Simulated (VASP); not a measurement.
Calculation: optB86b-vdW, VASP's PBE PAW potentials (set 64) (plane waves; VASP).

VASP input:

POSCAR:
```
BaF2
6.2200520
  0.0000000000   0.4999999917   0.4999999917
  0.4999999917   0.0000000000   0.4999999917
  0.4999999917   0.4999999917   0.0000000000
Ba F
1 2
Direct
  0.0000000000   0.0000000000   0.0000000000
  0.2500000000   0.2500000000   0.2500000000
  0.7500000000   0.7500000000   0.7500000000
```

INCAR:
```
# general
SYSTEM    =  BaF2
PREC      =  Accurate
ENCUT     =  520   # plane-wave cut-off (eV)
LREAL     =  .FALSE.
LASPH     =  .TRUE.   # aspherical one-centre terms

# electronic loop
EDIFF     =  1E-7
NELM      =  100   # most electronic steps
ALGO      =  Normal   # blocked Davidson
LMAXMIX   =  4

# smearing
ISMEAR    =  0   # Gaussian
SIGMA     =  0.05

# functional
GGA       =  MK
LUSE_VDW  =  .TRUE.
AGGAC     =  0.0
PARAM1    =  0.1234
PARAM2    =  1.0

# ions
ISIF      =  2

# output
LWAVE     =  .FALSE.
LCHARG    =  .FALSE.
```

**KPOINTS**
```
Automatic mesh
0
Gamma
6 6 6
0 0 0
```

POTCAR, in this order: Ba_sv F (PBE.64 set). Program: vasp_std.

What VASP printed:

### OSZICAR
```
       N       E                     dE             d eps       ncg     rms          rms(c)
DAV:   1     0.162125627643E+03    0.16213E+03   -0.13388E+04   512   0.141E+03
DAV:   2    -0.657628899449E+01   -0.16870E+03   -0.16605E+03   640   0.289E+02
DAV:   3    -0.130649358551E+02   -0.64886E+01   -0.64806E+01   728   0.659E+01
DAV:   4    -0.131623349688E+02   -0.97399E-01   -0.97392E-01   624   0.675E+00
DAV:   5    -0.131660171535E+02   -0.36822E-02   -0.36822E-02   760   0.827E-01    0.849E+00
DAV:   6    -0.113925889085E+02    0.17734E+01   -0.97241E+00   512   0.247E+01    0.433E+00
DAV:   7    -0.113770038661E+02    0.15585E-01   -0.35895E-01   640   0.554E+00    0.220E+00
DAV:   8    -0.113785885111E+02   -0.15846E-02   -0.59342E-02   544   0.299E+00    0.284E-01
DAV:   9    -0.113836798078E+02   -0.50913E-02   -0.12350E-02   560   0.819E-01    0.142E-01
DAV:  10    -0.113851148338E+02   -0.14350E-02   -0.24202E-03   512   0.398E-01    0.390E-02
DAV:  11    -0.113851185831E+02   -0.37494E-05   -0.30360E-04   720   0.137E-01    0.208E-02
DAV:  12    -0.113851212208E+02   -0.26377E-05   -0.52032E-05   512   0.569E-02    0.284E-03
DAV:  13    -0.113851215593E+02   -0.33847E-06   -0.18222E-06   728   0.963E-03    0.264E-03
DAV:  14    -0.113851216522E+02   -0.92959E-07   -0.88018E-08   384   0.265E-03
   1 F= -.11385122E+02 E0= -.11385122E+02  d E =-.965514E-15
```

File OUTCAR:
```
------------------------ aborting loop because EDIFF is reached ----------------------------------------
  FORCE on cell =-STRESS in cart. coord.  units (eV):
  Direction    XX          YY          ZZ          XY          YZ          ZX
  --------------------------------------------------------------------------------------
  Total        0.0176500      0.0176500      0.0176500      0.0000000      0.0000000     -0.0000000
  in kB        0.4700383      0.4700383      0.4700383      0.0000000      0.0000000     -0.0000000
  external PRESSURE =       0.4700383 kB  Pullay stress =       0.0000000 kB
  volume of cell :       60.16
      direct lattice vectors                 reciprocal lattice vectors
     0.000000000  3.110025948  3.110025948    -0.160770363  0.160770363  0.160770363
     3.110025948  0.000000000  3.110025948     0.160770363 -0.160770363  0.160770363
     3.110025948  3.110025948  0.000000000     0.160770363  0.160770363 -0.160770363
 POSITION                                       TOTAL-FORCE (eV/Angst)
 -----------------------------------------------------------------------------------
      0.00000      0.00000      0.00000         0.000000      0.000000     -0.000000
      1.55501      1.55501      1.55501        -0.000000      0.000000      0.000000
      4.66504      4.66504      4.66504         0.000000     -0.000000     -0.000000
 -----------------------------------------------------------------------------------
    total drift:                                0.000000      0.000000      0.000000
  FREE ENERGIE OF THE ION-ELECTRON SYSTEM (eV)
  ---------------------------------------------------
  free  energy   TOTEN  =       -11.3851216522 eV

  energy  without entropy=      -11.3851216522  energy(sigma->0) =      -11.38512165
```
(Selected blocks of OUTCAR.)

The compound is BaF2 in the fluorite structure. It was relaxed first.
